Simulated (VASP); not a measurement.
Here is a VASP 6.6.1 calculation.

INCAR

```
SYSTEM = AlGa3N2
ALGO     = Fast           ! electronic algorithm
EDIFF    = 1E-4           ! SCF threshold, eV
EDIFFG   = -0.08          ! ionic threshold
ENCUT    = 520            ! plane-wave cutoff, eV
GGA      = PE             ! functional
IBRION   = 2              ! ionic algorithm
ISIF     = 3              ! what is computed and relaxed
ISMEAR   = 0              ! smearing method
KPAR     = 2            
LASPH    = .TRUE.         ! aspherical terms in the spheres
LCHARG   = .FALSE.        ! write CHGCAR
LREAL    = Auto         
LWAVE    = .FALSE.        ! write WAVECAR
NELM     = 60             ! most SCF steps
NSW      = 24             ! ionic steps
PREC     = Normal         ! precision mode
SIGMA    = 0.15           ! smearing width, eV
```

File KPOINTS:

```
k-points
0
G
  5 5 1
  0 0 0
```

File POSCAR:

```
AlGa3N2
1.0
    3.2000000000      0.0000000000      0.0000000000
   -1.6000000000      2.7712812900      0.0000000000
    0.0000000000      0.0000000000     19.5000000000
Al Ga N
2 6 4
Direct
    0.0000000000      0.0000000000      0.2500000000
    0.0000000000      0.0000000000      0.7500000000
    0.0000000000      0.0000000000      0.0000000000
    0.6666666700      0.3333333300      0.8650000000
    0.3333333300      0.6666666700      0.1350000000
    0.3333333300      0.6666666700      0.3650000000
    0.0000000000      0.0000000000      0.5000000000
    0.6666666700      0.3333333300      0.6350000000
    0.6666666700      0.3333333300      0.0675000000
    0.3333333300      0.6666666700      0.9325000000
    0.6666666700      0.3333333300      0.4325000000
    0.3333333300      0.6666666700      0.5675000000
```

Potentials or basis: VASP PAW PBE potentials, release 64 (Al, Ga_d, N).

Launch:

```bash
$ cat potpaw_PBE.64/Al/POTCAR potpaw_PBE.64/Ga_d/POTCAR potpaw_PBE.64/N/POTCAR > POTCAR
$ mpirun -np 2 vasp_std > vasp.out
```

(1) What does it give for the relaxed volume?

(2) What does it give for the band gap on the k mesh?

(3) Predict the relaxed cell.

Answers

(1) 12.58 Å³/atom.

(2) none (metal or under the smearing width).

(3) a = 3.074 Å, b = 3.074 Å, c = 18.439 Å, α = 90.00°, β = 90.00°, γ = 120.00°.

Caveat: the k mesh is coarse (spacing up to 0.45 Å⁻¹), so the values aren't converged.
